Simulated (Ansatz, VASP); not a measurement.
**KBr in VASP and in Ansatz**

The input INCAR:

```
SYSTEM = KBr
PREC = Accurate
ENCUT = 520
EDIFF = 1E-7
ISMEAR = 0
SIGMA = 0.05
LREAL = .FALSE.
LASPH = .TRUE.
NELM = 80
ALGO = Fast
ISIF = 2
LWAVE = .FALSE.
LCHARG = .FALSE.
GGA = PE
NBANDS = 15
```

File KPOINTS:

```
regular mesh
0
G
  6 6 6
  0 0 0
```

The input POSCAR:

```
KBr
1.0
    4.0987436807      0.4928108238      0.4928108238
    0.4928108238      4.0987436807      0.4928108238
    0.4928108238      0.4928108238      4.0987436807
K Br
1 1
Direct
    0.0000000000      0.0000000000      0.0000000000
    0.5000000000      0.5000000000      0.5000000000
```

Input for Ansatz:

```yaml
crystal:
  lattice:
    - [4.0987436807, 0.4928108238, 0.4928108238]
    - [0.4928108238, 4.0987436807, 0.4928108238]
    - [0.4928108238, 0.4928108238, 4.0987436807]
  atoms:
    - { symbol: K, position: [0.0, 0.0, 0.0] }
    - { symbol: Br, position: [0.5, 0.5, 0.5] }
basis:
  ecutwfc: 420
kpoints:
  mp_grid: { grid: [6, 6, 6] }
hamiltonian:
  xc: pbe
scf:
  occupations: { method: gaussian, width: 0.05 }
output:
  forces: true
  stress: true
  eigenvalues: true
```

Alike in both runs: task single point; functional PBE; k mesh 6 × 6 × 6; occupations gaussian, width 0.05 eV; no spin polarisation.

|  | VASP | Ansatz |
| --- | --- | --- |
| version | VASP 6.6.1 | Ansatz 0.2.0 |
| potentials or method | VASP PAW PBE potentials, release 64 (K_sv, Br) | scalar-relativistic, plane waves, PAW |
| plane-wave cutoff (eV) | 520 | 420 |
| valence electrons in the cell | 16 | 16 |

```tsv
	VASP	Ansatz	Ansatz less VASP
gap on the k mesh at the Fermi level (eV)	4.08	4.08	+0.001
least direct gap on the mesh (eV)	4.08	4.08	+0.001
pressure (GPa)	1.4	1.4	-0.04
largest component of the traceless stress (GPa)	0.25	0.26	+0.010
```

With one functional, cell and mesh, what is left measures potentials, basis and numerics.

Expect the measured gap to be larger: semilocal functionals such as PBE lack the derivative discontinuity.
